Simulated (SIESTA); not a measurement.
Crystal: MnO.

```
Mn O
1.0
     0.00000    2.22391    2.22391
     2.22391    0.00000    2.22391
     2.22391    2.22391    0.00000
Mn O
1 1
Direct
  0.00000 0.00000 0.00000
  0.50000 0.50000 0.50000
```

The cell is a database's computed one.

Base run:

```yaml
Program: SIESTA 5.4.2
Functional: PBE
Potentials_or_basis: PseudoDojo 0.4 standard (PBE files)
Basis: DZP (energy shift 0.003 Ry; two zetas on semicore shells)
Grid_cutoff: 800 Ry
Energy_shift: 0.003 Ry
k_mesh: 7 × 7 × 7
Occupations: fermi-dirac, width 0.05 eV
Spin: collinear spin, ferromagnetic start
Starting_moments: "[4.0, 0.0] μB"
Hubbard_terms: Mn d U = 8 eV
```

Its results: band gap on the k mesh 0.89 eV, indirect (least direct gap 2.66 eV); pressure 14.6 GPa; net moment 5.00 μB per cell; site moments Mn +4.96; O +0.04 μB.

**Question.** The run is repeated on the same cell with these changes: hubbard terms from Mn d U = 8 eV to Mn d U = 4 eV. What comes out?

**Answer.** Band gap on the k mesh 0.35 eV, indirect (least direct gap 2.67 eV); pressure 10.2 GPa; net moment 5.00 μB per cell; site moments Mn +4.89; O +0.11 μB.

Caveats: short orbitals over semicore shells can move pressures by several GPa; an odd mesh through Γ misses points on the zone boundary, where band edges often lie; the basis of atomic orbitals isn't converged, which shifts pressures, moduli and gaps; a cell with one magnetic atom can't hold antiferromagnetic order, which such compounds often take.
